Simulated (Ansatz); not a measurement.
The crystal of InGa$_{2}$N$_{3}$ (Cmc2_1), relaxed at this level, has 13.03 Å³/atom and a gap on the mesh of 0.87 eV:

Space group Cmc2_1 (No. 36). a = 10.021 Å, b = 5.780 Å, c = 5.398 Å, α = 90.00°, β = 90.00°, γ = 90.00°
```csv
atom,site,symmetry,x,y,z
In,4a,m..,0.0000,0.6746,0.4898
Ga,8b,1,0.6704,0.6634,0.4926
N,8b,1,0.6801,0.6537,0.8590
N,4a,m..,0.0000,0.6922,0.8950
```

From a supercell of 24 atoms with 12 N sites, N atoms were taken out at random (neutral cells). Vacancies this close interact, so the results aren't those of isolated ones. Each cell was relaxed without symmetry on coarser meshes and computed once more; the crystal stands on its own mesh of 6×6×6. All numbers below come from Ansatz 0.2.0, DFT PBE, scalar-relativistic, plane waves, PAW.

Plane waves to 420 eV, a k mesh through Γ of 7×5×5 on the computed 23-atom cell and Gaussian smearing (0.10 eV); no spin polarisation.

The relaxation ran on 3×2×2 (shifted) and then 4×3×3 k points with a smearing of 0.1 eV, from sites shaken by 0.02 Å.

Problem. What do the vacancies cost, and what do they do to volume and gap?

Solution. One draw a row:

```json
{"atoms removed": "1", "energy a vacancy, N at its standard state (eV)": "2.71", "cell volume / perfect": "1.004", "gap on mesh (eV)": "0.00", "P (GPa)": "0.0", "largest force (eV/Å)": "0.03"}
{"atoms removed": "1", "energy a vacancy, N at its standard state (eV)": "2.71", "cell volume / perfect": "1.004", "gap on mesh (eV)": "0.00", "P (GPa)": "0.0", "largest force (eV/Å)": "0.03"}
{"atoms removed": "2", "energy a vacancy, N at its standard state (eV)": "2.23", "cell volume / perfect": "0.991", "gap on mesh (eV)": "0.00", "P (GPa)": "0.0", "largest force (eV/Å)": "0.06"}
```

Cost: 6 runs of about 65 core-minutes in all (earlier runs that led there not counted), on Intel Xeon Processor @ 2.50GHz (Skylake/Cascade Lake) (shared hosts).